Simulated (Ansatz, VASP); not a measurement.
Given: the input of a run of VASP 6.6.1 on BN.

INCAR

```
SYSTEM = BN
PREC = Accurate
ENCUT = 520
EDIFF = 1E-6
ISMEAR = -1
SIGMA = 0.03
LREAL = .FALSE.
LASPH = .TRUE.
NELM = 60
ALGO = Normal
ISIF = 2
LWAVE = .FALSE.
LCHARG = .FALSE.
GGA = PE
NBANDS = 11
```

KPOINTS

```
Automatic mesh
0
G
  8 8 8
  0 0 0
```

File POSCAR:

```
BN
1.0
    0.0000000000      1.8130010000      1.8130010000
    1.8130010000      0.0000000000      1.8130010000
    1.8130010000      1.8130010000      0.0000000000
N B
1 1
Direct
    0.2500000000      0.2500000000      0.2500000000
    0.0000000000      0.0000000000      0.0000000000
```

Potentials or basis: VASP PAW PBE potentials, release 64 (N, B).

The run is started by

```bash
$ cat potpaw_PBE.64/N/POTCAR potpaw_PBE.64/B/POTCAR > POTCAR
$ mpirun -np 1 vasp_std > vasp.out
```

Question: Set up the same calculation for Ansatz 0.2.0. Potentials there: all-electron LAPW, scalar-relativistic.

Answer: As run (the cutoff follows the program's own potentials):

The input input.yaml:

```yaml
crystal:
  lattice:
    - [0.0, 1.813001, 1.813001]
    - [1.813001, 0.0, 1.813001]
    - [1.813001, 1.813001, 0.0]
  atoms:
    - { symbol: "N", position: [0.25, 0.25, 0.25] }
    - { symbol: B, position: [0.0, 0.0, 0.0] }
kpoints:
  mp_grid: { grid: [8, 8, 8] }
scf:
  occupations: { method: fermi_dirac, width: 0.03 }
hamiltonian:
  xc: pbe
  pseudopotentials: { kind: all_electron, lapw: { basis_error: 0.002 } }
output:
  forces: true
  stress: true
  eigenvalues: true
```

Potentials or basis: all-electron LAPW, scalar-relativistic.

Command:

```bash
$ ansatz run input.yaml --threads 1 --pin off --max-ram 3072MiB --backend cpu --events-out ev --progress --plain --runs-dir out
```

Both were run:

|  | VASP | Ansatz | Ansatz less VASP |
| --- | --- | --- | --- |
| gap on the k mesh at the Fermi level (eV) | 4.45 | 4.46 | +0.008 |
| least direct gap on the mesh (eV) | 8.78 | 8.78 | +0.007 |
| pressure (GPa) | -0.2 | -0.4 | -0.25 |

Ansatz ran all-electron here, so the differences hold the error of VASP's frozen core and of both bases.

A k mesh can miss the band edges.
